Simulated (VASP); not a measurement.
The system is MgSi.

```
CELL_PARAMETERS angstrom
1.50251 -5.42602 0.00000
1.50251 5.42602 0.00000
0.00000 0.00000 4.34018
ATOMIC_POSITIONS crystal
Si 0.57064 0.42936 0.75000
Si 0.42936 0.57064 0.25000
Mg 0.16838 0.83162 0.25000
Mg 0.83162 0.16838 0.75000
```

The cell comes from a database or a generator and needn't be the stable form of this composition.

* Program: VASP 6.6.1
* Task: relaxation of cell and atoms
* Functional: r2SCAN
* Potentials or basis: VASP PAW PBE potentials, release 64 (Si, Mg)
* Cutoff: 600 eV
* k mesh: 9 × 9 × 6
* Occupations: gaussian, width 0.05 eV
* Spin: no spin polarisation

At the start: pressure -1.5 GPa; volume 17.69 Å³/atom.

Task: Where does the relaxation end?

Result: Over 18 steps the energy falls by 15.5 meV/atom and the volume is 17.41 Å³/atom (-1.6 %); space group Cmcm (No. 63, to 0.05 Å).

The path:
```tsv
step	energy change (eV)	largest force (eV/Å)	pressure (GPa)	volume (Å³)
1	0.0000	0.1833	-1.46	70.77
2	-0.0147	0.1457	-0.06	69.13
3	-0.0163	0.1264	0.58	68.45
4	-0.0246	0.1056	0.55	68.47
5	-0.0300	0.0482	0.54	68.49
6	-0.0341	0.0369	0.46	68.49
7	-0.0449	0.0213	0.01	69.19
8	-0.0276	0.2793	-1.40	71.23
9	-0.0502	0.0981	-0.51	69.88
10	-0.0571	0.0544	0.02	69.44
11	-0.0051	0.0434	2.61	68.02
12	-0.0591	0.0520	0.32	69.25
13	-0.0591	0.0537	0.40	69.20
14	-0.0605	0.0507	0.08	69.75
15	-0.0612	0.0179	0.21	69.52
16	-0.0617	0.0107	-0.21	69.88
17	-0.0617	0.0120	-0.10	69.79
18	-0.0618	0.0044	0.02	69.64
```

Final structure:
```xyz
4
Lattice="1.5088 -5.1486 0.0000 1.5088 5.1486 0.0000 0.0000 0.0000 4.4823" Properties=species:S:1:pos:R:3 pbc="T T T"
Si    1.5088   -0.7042    3.3617
Si    1.5088    0.7042    1.1206
Mg    1.5088    3.4799    1.1206
Mg    1.5088   -3.4799    3.3617
```

Caveat: the PAW data sets were made with another functional, which shifts forces and pressure a little.
